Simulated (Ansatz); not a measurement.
The system is NiO.

```
Ni O
1.0
     0.00000    2.08590    2.08590
     2.08590    0.00000    2.08590
     2.08590    2.08590    0.00000
Ni O
1 1
Direct
  0.00000 0.00000 0.00000
  0.50000 0.50000 0.50000
```

Base run:

* Program: Ansatz 0.2.0
* Functional: PBE
* Potentials or basis: Ansatz PAW
* Cutoff: 420 eV (not typed: the program's choice for these potentials)
* k mesh: 11 × 11 × 11
* Occupations: fermi-dirac, width 0.05 eV
* Spin: collinear spin, ferromagnetic start
* Starting moments: [1.0, 0.0] μB
* Hubbard terms: Ni d U = 6 eV

Its results: band gap on the k mesh 2.16 eV, indirect (least direct gap 2.84 eV); pressure 14.1 GPa; net moment 2.00 μB per cell; site moments Ni +1.72; O +0.21 μB.

The run is repeated on the same cell with these changes: hubbard terms from Ni d U = 6 eV to Ni d U = 2 eV. What comes out?

Band gap on the k mesh 0.32 eV, indirect (least direct gap 1.21 eV); pressure 10.6 GPa; net moment 2.00 μB per cell; site moments Ni +1.63; O +0.30 μB.

Caveats: the magnetic or orbital state may not be the lowest; odd divisions of the mesh miss points on the zone boundary, where band edges often lie, so the gap on the mesh can be too wide; a cell with one magnetic atom can't hold antiferromagnetic order, which such compounds often take; the density of states is complete only up to the lowest level of the last band computed.

A k mesh can miss the band edges.
